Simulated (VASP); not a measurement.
Wanted: the native input for a VASP 6.6.1 run.

| Quantity | Value |
| --- | --- |
| Task | relaxation of the atoms |
| Functional | PBE |
| Potentials or basis | VASP PAW PBE potentials, release 64 (Cu, O) |
| Cutoff | 600 eV |
| k mesh | 6 × 6 × 6 |
| Occupations | gaussian, width 0.03 eV |
| Spin | no spin polarisation |
| Further INCAR settings | ALGO = Fast; EDIFF = 1e-07; IBRION = 2; EDIFFG = -0.01; NSW = 40 |

The structure of Cu2O (Cuprite) lies in POSCAR:

```
Cu2O                                    
1.0
    4.2782207108      0.0000000000      0.0000000000
    0.0000000000      4.2782207108      0.0000000000
    0.0000000000      0.0000000000      4.2782207108
  Cu              O             
     4     2
Direct
     0.2500000000000000    0.2500000000000000    0.2500000000000000
     0.2500000000000000    0.7500000000000000    0.7500000000000000
     0.7500000000000000    0.7500000000000000    0.2500000000000000
     0.7500000000000000    0.2500000000000000    0.7500000000000000
     0.0000000000000000    0.0000000000000000    0.0000000000000000
     0.5000000000000000    0.5000000000000000    0.5000000000000000
```

The cell isn't the ideal one: a relaxed cell with its volume scaled by 0.98.

One way to write it, as run:

INCAR

```
SYSTEM = Cu2O
ALGO = Fast
EDIFF = 1E-7
EDIFFG = -0.01
ENCUT = 600
GGA = PE
IBRION = 2
ISIF = 2
ISMEAR = 0
KPAR = 2
LASPH = .True.
LCHARG = .False.
LREAL = .False.
LWAVE = .False.
NELM = 80
NSW = 40
PREC = Accurate
SIGMA = 0.03
```

KPOINTS

```
k-points
0
Gamma
  6 6 6
  0 0 0
```

Potentials or basis: VASP PAW PBE potentials, release 64 (Cu, O).

Launch:

```sh
$ cat potpaw_PBE.64/Cu/POTCAR potpaw_PBE.64/O/POTCAR > POTCAR
$ mpirun -np 2 vasp_std > vasp.out
```

It gave:

```
Pressure after relaxing : 2.4 GPa
Band gap on the k mesh  : 0.51 eV, direct
```

Caveat: the relaxation stopped at its first step, so nothing moved.

Run time: 34 s on 2 MPI ranks on AMD EPYC 7R13 Processor (Zen 3), on a shared host, peak memory 0.19 GiB a rank.
